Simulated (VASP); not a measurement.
# SiC (P6_3mc) in VASP: relaxation of cell and atoms with r2SCAN

Aim: the relaxation of cell and atoms of SiC with r2SCAN.

Everything below comes from runs of VASP 6.6.1. Logs are shortened: lines on timing, memory, paths and dates and some standing lists are left out, and cuts for length are marked.

**1. The structure**

The structure is hexagonal, space group P6_3mc (No. 186). Conventional cell: a = 3.076 Å, b = 3.076 Å, c = 5.048 Å, α = 90.00°, β = 90.00°, γ = 120.00°. Si (site symmetry 3m) has 4 C at 1.87 to 1.94 Å as nearest neighbours. C (site symmetry 3m) has 4 Si at 1.87 to 1.94 Å as nearest neighbours.

**2. Relaxation of cell and atoms, r2SCAN**

Input file INCAR:

```
SYSTEM = SiC
PREC = Accurate
ENCUT = 600
EDIFF = 1E-7
ISMEAR = 0
SIGMA = 0.02
LREAL = .FALSE.
LASPH = .TRUE.
NELM = 100
ALGO = Normal
ISIF = 3
LWAVE = .FALSE.
LCHARG = .FALSE.
METAGGA = R2SCAN
LMIXTAU = .TRUE.
IBRION = 2
NSW = 80
EDIFFG = -0.004
```

Input file KPOINTS:

```
regular mesh
0
G
  12 12 6
  0 0 0
```

Input file POSCAR:

```
SiC
1.0
    3.0760000000      0.0000000000      0.0000000000
   -1.5380000000      2.6638941400      0.0000000000
    0.0000000000      0.0000000000      5.0480000000
Si C
2 2
Direct
    0.3333333300      0.6666666700      0.0000000000
    0.6666666700      0.3333333300      0.5000000000
    0.3333333300      0.6666666700      0.3850000000
    0.6666666700      0.3333333300      0.8850000000
```

Potentials or basis: VASP PAW PBE potentials, release 64 (Si, C).

The run is started by

```
cat potpaw_PBE.64/Si/POTCAR potpaw_PBE.64/C/POTCAR > POTCAR
mpirun -np 1 vasp_std > vasp.out
```

OUTCAR:

```text
SYSTEM = SiC
   PREC = Accurate
   ENCUT = 600
   EDIFF = 1E-7
   ISMEAR = 0
   LREAL = .FALSE.
   LASPH = .TRUE.
   NELM = 100
   ISIF = 3
   METAGGA = R2SCAN
   IBRION = 2
   NSW = 80
   EDIFFG = -0.004

 ion  position               nearest neighbor table
   1  0.333  0.667  0.000-   4 1.87   4 1.87   4 1.87   3 1.94   2 3.09   2 3.09   2 3.09   2 3.09
                             2 3.09   2 3.09
   2  0.667  0.333  0.500-   3 1.87   3 1.87   3 1.87   4 1.94   1 3.09   1 3.09   1 3.09   1 3.09
                             1 3.09   1 3.09
   3  0.333  0.667  0.385-   2 1.87   2 1.87   2 1.87   1 1.94
   4  0.667  0.333  0.885-   1 1.87   1 1.87   1 1.87   2 1.94

  LATTYP: Found a hexagonal cell.
 ALAT       =     3.0760000000
 C/A-ratio  =     1.6410923277

  Lattice vectors:

 A1 = (   3.0760000000,   0.0000000000,   0.0000000000)
 A2 = (  -1.5380000000,   2.6638941400,   0.0000000000)
 A3 = (   0.0000000000,   0.0000000000,   5.0480000000)

Analysis of symmetry for initial positions (statically):
=====================================================================
 Subroutine PRICEL returns:
 Original cell was already a primitive cell.

 Routine SETGRP: Setting up the symmetry group for a
 hexagonal supercell.

 Subroutine GETGRP returns: Found 12 space group operations
 (whereof  6 operations were pure point group operations)
 out of a pool of 24 trial point group operations.

The static configuration has the point symmetry C_3v.
 The point group associated with its full space group is C_6v.

Analysis of symmetry for dynamics (positions and initial velocities):
=====================================================================
 Subroutine PRICEL returns:
 Original cell was already a primitive cell.

 Routine SETGRP: Setting up the symmetry group for a
 hexagonal supercell.

 Subroutine GETGRP returns: Found 12 space group operations
 (whereof  6 operations were pure point group operations)
 out of a pool of 24 trial point group operations.

The dynamic configuration has the point symmetry C_3v.
 The point group associated with its full space group is C_6v.

 Subroutine INISYM returns: Found 12 space group operations
 (whereof  6 operations are pure point group operations),
 and found     1 'primitive' translations

----------------------------------------------------------------------------------------

                                     Primitive cell

  volume of cell :      41.3640

  direct lattice vectors                    reciprocal lattice vectors
     3.076000000  0.000000000  0.000000000     0.325097529  0.187695146  0.000000000
    -1.538000000  2.663894140  0.000000000     0.000000000  0.375390292  0.000000000
     0.000000000  0.000000000  5.048000000     0.000000000  0.000000000  0.198098257

  length of vectors
     3.076000000  3.075999998  5.048000000     0.375390292  0.375390292  0.198098257

  position of ions in fractional coordinates (direct lattice)
     0.333333330  0.666666670  0.000000000
     0.666666670  0.333333330  0.500000000
     0.333333330  0.666666670  0.385000000
     0.666666670  0.333333330  0.885000000

  ion indices of the primitive-cell ions
   primitive index   ion index
                 1           1
                 2           2
                 3           3
                 4           4

----------------------------------------------------------------------------------------

 KPOINTS: regular mesh

Automatic generation of k-mesh.
 Grid dimensions read from file:
 generate k-points for:   12   12    6

 Generating k-lattice:

  Cartesian coordinates                     Fractional coordinates (reciprocal lattice)
     0.027091461  0.015641262  0.000000000     0.083333333  0.000000000  0.000000000
     0.000000000  0.031282524  0.000000000     0.000000000  0.083333333  0.000000000
     0.000000000  0.000000000  0.033016376     0.000000000  0.000000000  0.166666667

  Length of vectors
     0.031282524  0.031282524  0.033016376

  Shift w.r.t. Gamma in fractional coordinates (k-lattice)
     0.000000000  0.000000000  0.000000000

 Subroutine IBZKPT returns following result:
 ===========================================

 Found     76 irreducible k-points:

 Following reciprocal coordinates:
            Coordinates               Weight
  0.000000  0.000000  0.000000      1.000000
  0.083333 -0.000000  0.000000      6.000000
  0.166667 -0.000000  0.000000      6.000000
  0.250000  0.000000  0.000000      6.000000
  0.333333  0.000000  0.000000      6.000000
  0.416667 -0.000000  0.000000      6.000000
[... 16 lines left out ...]
  0.250000  0.000000  0.166667     12.000000
  0.333333  0.000000  0.166667     12.000000
 [... further k-points ...]
   k-points           NKPTS =     76   k-points in BZ     NKDIM =     76   number of bands    NBANDS=     12
   number of dos      NEDOS =    301   number of ions     NIONS =      4
   total plane-waves  NPLWV =  31360
   dimension x,y,z NGX =    28 NGY =   28 NGZ =   40
   dimension x,y,z NGXF=    56 NGYF=   56 NGZF=   80
   ions per type =               2   2
   NGX,Y,Z   is equivalent  to a cutoff of  15.13, 15.13, 13.17 a.u.
   NGXF,Y,Z  is equivalent  to a cutoff of  30.27, 30.27, 26.35 a.u.
 SYSTEM =  SiC
   PREC   = accura    normal or accurate (medium, high low for compatibility)
   ISTART =      0    job   : 0-new  1-cont  2-samecut
   ICHARG =      2    charge: 1-file 2-atom 10-const
   ISPIN  =      1    spin polarized calculation?
   LNONCOLLINEAR =      F non collinear calculations
   LSORBIT =      F    spin-orbit coupling
   LASPH  =      T    aspherical Exc in radial PAW
   ENCUT  =  600.0 eV  44.10 Ry    6.64 a.u.   6.14  6.14 10.08*2*pi/ulx,y,z
   NELM   =    100;   NELMIN=  2; NELMDL= -5     # of ELM steps
   EDIFF  = 0.1E-06   stopping-criterion for ELM
   LREAL  =      F    real-space projection
   EDIFFG = -.4E-02   stopping-criterion for IOM
   NSW    =     80    number of steps for IOM
   IBRION =      2    ionic relax: 0-MD 1-quasi-New 2-CG
   NFREE  =      1    steps in history (QN), initial steepest desc. (CG)
   ISIF   =      3    stress and relaxation
   ISYM   =      2    0-nonsym 1-usesym 2-fastsym
   POTIM  = 0.5000    time-step for ionic-motion
   TEBEG  =    0.0;   TEEND  =   0.0 temperature during run
   PSTRESS=    0.0 pullay stress
   NELECT =      16.0000    total number of electrons
   NUPDOWN=      -1.0000    fix difference up-down
   EMIN   =  10.00;   EMAX   =-10.00  energy-range for DOS
   EFERMI =   0.00;   METHOD = LEGACY
   ISMEAR =     0;   SIGMA  =   0.02  broadening in eV -4-tet -1-fermi 0-gaus
   EFERMI_NEDOS =   21; number of points for ismear=-14 and -15
   IALGO  =     38    algorithm
   IMIX   =      4    mixing-type and parameters
     AMIX     =   0.40;   BMIX     =  1.00
     AMIX_MAG =   1.60;   BMIX_MAG =  1.00
  volume/ion in A,a.u.               =      10.34        69.78
  Fermi-wavevector in a.u.,A,eV,Ry     =   1.192817  2.254098 19.358549  1.422813
  Thomas-Fermi vector in A             =   2.328847
   LORBIT       =      0    0 simple, 1 ext, 2 COOP (PROOUT), +10 PAW based schemes
   METAGGA = R2SCAN    functional components
   LHFCALC =     F    Hartree Fock is set to
   AEXX    =    0.0000 exact exchange contribution
   IVDW    =     0    specifies the selected vdW correction
   LEPSILON=     F    determine dielectric tensor
   LRPA    =     F    only Hartree local field effects (RPA)
 conjugate gradient relaxation of ions
 non-spin polarized calculation
 Gauss-broadening in eV      SIGMA  =   0.02
  energy-cutoff  :      600.00
  volume of cell :       41.36
 maximum number of plane-waves:      1404
 NGX is ok and might be reduce to    28
   NGX = 13   NGY = 13   NGZ = 21

--------------------------------------- Ionic step        1  -------------------------------------------

 number of electron      16.0000001 magnetization

 Free energy of the ion-electron system (eV)
  ---------------------------------------------------
  ext. energy  EPLUGINS =         0.00000000
  ---------------------------------------------------
  free energy    TOTEN  =       -38.60493232 eV

  energy without entropy =      -38.60493232  energy(sigma->0) =      -38.60493232

------------------------ aborting loop because EDIFF is reached ----------------------------------------

  FORCE on cell =-STRESS in cart. coord.  units (eV):
  Direction    XX          YY          ZZ          XY          YZ          ZX
  --------------------------------------------------------------------------------------
  -------------------------------------------------------------------------------------
  Total        0.3077501      0.3077501     -0.7462387      0.0000000      0.0000000      0.0000000
  in kB       11.9202709     11.9202709    -28.9045153      0.0000000      0.0000000      0.0000000
  external PRESSURE =      -1.6879912 kB  Pullay stress =       0.0000000 kB
[... 213 lines left out ...]
  energy  without entropy=      -38.6419612536  energy(sigma->0) =      -38.64196125

--------------------------------------- Ionic step        7  -------------------------------------------

 number of electron      16.0000000 magnetization

 Free energy of the ion-electron system (eV)
  ---------------------------------------------------
  ext. energy  EPLUGINS =         0.00000000
  ---------------------------------------------------
  free energy    TOTEN  =       -38.64197169 eV

  energy without entropy =      -38.64197169  energy(sigma->0) =      -38.64197169

 E-fermi :   8.3166     XC(G=0): -11.9358

 val. band max:        8.1622805102   @ k =   0.0000   0.0000   0.0000
 cond. band min:      10.8194718901   @ k =   0.3333   0.3333   0.0000
 fundamental gap:      2.6571913799
 Fermi energy:         8.3166054693

 k-point     1 :       0.0000    0.0000    0.0000
  band No.  band energies     occupation
      1      -8.2047      2.00000
      2      -4.5722      2.00000
      3      -0.8385      2.00000
      4       6.7765      2.00000
      5       6.7765      2.00000
      6       8.0486      2.00000
      7       8.1623      2.00000
      8       8.1623      2.00000
      9      13.5569      0.00000
     10      14.9545      0.00000
     11      15.3643      0.00000
     12      15.3643      0.00000
[... 331 lines left out ...]
 k-point    24 :       0.3333    0.0000    0.1667
  band No.  band energies     occupation
      1      -6.1630      2.00000
      2      -3.5816      2.00000
      3       0.5636      2.00000
      4       2.3244      2.00000
      5       3.1731      2.00000
      6       5.1766      2.00000
      7       6.4980      2.00000
      8       7.0033      2.00000
      9      12.0213      0.00000
     10      13.1309      0.00000
     11      15.5887      0.00000
     12      16.5741      0.00000

 [... further k-points ...]

------------------------ aborting loop because EDIFF is reached ----------------------------------------

  FORCE on cell =-STRESS in cart. coord.  units (eV):
  Direction    XX          YY          ZZ          XY          YZ          ZX
  --------------------------------------------------------------------------------------
  -------------------------------------------------------------------------------------
  Total        0.0008014      0.0008014     -0.0011989      0.0000000      0.0000000     -0.0000000
  in kB        0.0311019      0.0311019     -0.0465297      0.0000000      0.0000000     -0.0000000
  external PRESSURE =       0.0052247 kB  Pullay stress =       0.0000000 kB
[... 19 lines left out ...]
  FREE ENERGIE OF THE ION-ELECTRON SYSTEM (eV)
  ---------------------------------------------------
  free  energy   TOTEN  =       -38.6419716863 eV

  energy  without entropy=      -38.6419716863  energy(sigma->0) =      -38.64197169

 reached required accuracy - stopping structural energy minimisation
```

It took 15 min on 1 thread of Intel Xeon Platinum 8559C (Emerald Rapids), shared host; peak memory 0.21 GiB.

What came out:

```yaml
Free_energy: -38.6420 eV
Relaxed_volume: 10.32 Å³/atom
Relaxed_cell: a = 3.074 Å, b = 3.074 Å, c = 5.046 Å, α = 90.00°, β = 90.00°, γ = 120.00°
Space_group_after_relaxing_to_0.05_Å: P6_3mc (No. 186)
Energy_gained_by_relaxing: 9.3 meV/atom
Ionic_steps: 7
Pressure_after_relaxing: 0.0 GPa
Band_gap_on_the_k_mesh: 2.66 eV, indirect (least direct gap 4.49 eV)
```

The path:
```csv
step,energy change (eV),largest force (eV/Å),pressure (GPa),volume (Å³)
1,0.0000,0.7708,-0.17,41.36
2,-0.0060,0.6964,0.15,41.30
3,-0.0345,0.0556,-0.27,41.33
4,-0.0368,0.0162,0.30,41.23
5,-0.0370,0.0012,0.16,41.25
6,-0.0370,0.0004,-0.13,41.31
7,-0.0370,0.0003,0.00,41.28
```

Final structure:
```cif
data_structure
_symmetry_space_group_name_H-M 'P 1'
_symmetry_Int_Tables_number 1
_cell_length_a 3.0737
_cell_length_b 3.0737
_cell_length_c 5.0457
_cell_angle_alpha 90.000
_cell_angle_beta 90.000
_cell_angle_gamma 120.000
_cell_volume 41.28
loop_
_atom_site_label
_atom_site_type_symbol
_atom_site_fract_x
_atom_site_fract_y
_atom_site_fract_z
_atom_site_occupancy
Si1 Si 0.33333 0.66667 0.00460 1
Si2 Si 0.66667 0.33333 0.50460 1
C1 C 0.33333 0.66667 0.38040 1
C2 C 0.66667 0.33333 0.88040 1
```

Levels at points of the mesh, in eV from the valence-band top:
```
           k point  band 5  band 6  band 7  band 8  band 9  band 10  band 11  band 12
(0.00, 0.00, 0.00)   -1.39   -0.11    0.00    0.00    5.39     6.79     7.20     7.20
(0.50, 0.00, 0.00)   -5.63   -3.48   -3.37   -1.26    3.23     4.67     7.48     7.65
(0.00, 0.00, 0.50)   -0.75   -0.75   -0.75   -0.75    6.51     6.51     7.90     7.90
(0.50, 0.00, 0.50)   -2.56   -2.56   -2.44   -2.44    3.73     3.73     5.80     5.80
```

Caveat: the PAW data sets were made with another functional, which shifts forces and pressure a little. r2SCAN opens gaps a little over a GGA but as a rule still falls short of measured ones.
